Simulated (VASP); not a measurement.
A run of VASP 6.6.1 is set up as follows.

Contents of INCAR:

```
PREC = Accurate ; ENCUT = 600
EDIFF = 1E-6 ; ISMEAR = 1
SIGMA = 0.1 ; LREAL = F
LASPH = T ; NELM = 120
ALGO = Normal ; ISIF = 3
LWAVE = F ; LCHARG = F
GGA = PE ; IBRION = 2
NSW = 80 ; EDIFFG = -0.005
KPAR = 2
```

The input KPOINTS:

```
Automatic mesh
0
Gamma
  17 17 17
```

POSCAR

```
NbN
1.0
    0.0000000000      2.2262340000      2.2262340000
    2.2262340000      0.0000000000      2.2262340000
    2.2262340000      2.2262340000      0.0000000000
Nb N
1 1
Direct
    0.5000000000      0.5000000000      0.5000000000
    0.0000000000      0.0000000000      0.0000000000
```

Potentials or basis: VASP PAW PBE potentials, release 64 (Nb_sv, N).

Launch:

```bash
$ cat potpaw_PBE.64/Nb_sv/POTCAR potpaw_PBE.64/N/POTCAR > POTCAR
$ mpirun -np 2 vasp_std > vasp.out
```

Problem. What does it give for the relaxed cell?

Solution. a = 3.124 Å, b = 3.124 Å, c = 3.124 Å, α = 60.00°, β = 60.00°, γ = 60.00°.

Problem. Predict the relaxed volume.

Solution. 10.78 Å³/atom.

Final structure:
```xyz
2
Lattice="0.0000 2.2089 2.2089 2.2089 0.0000 2.2089 2.2089 2.2089 0.0000" Properties=species:S:1:pos:R:3 pbc="T T T"
Nb    2.2089    2.2089    2.2089
N     2.2089    4.4177    2.2089
```
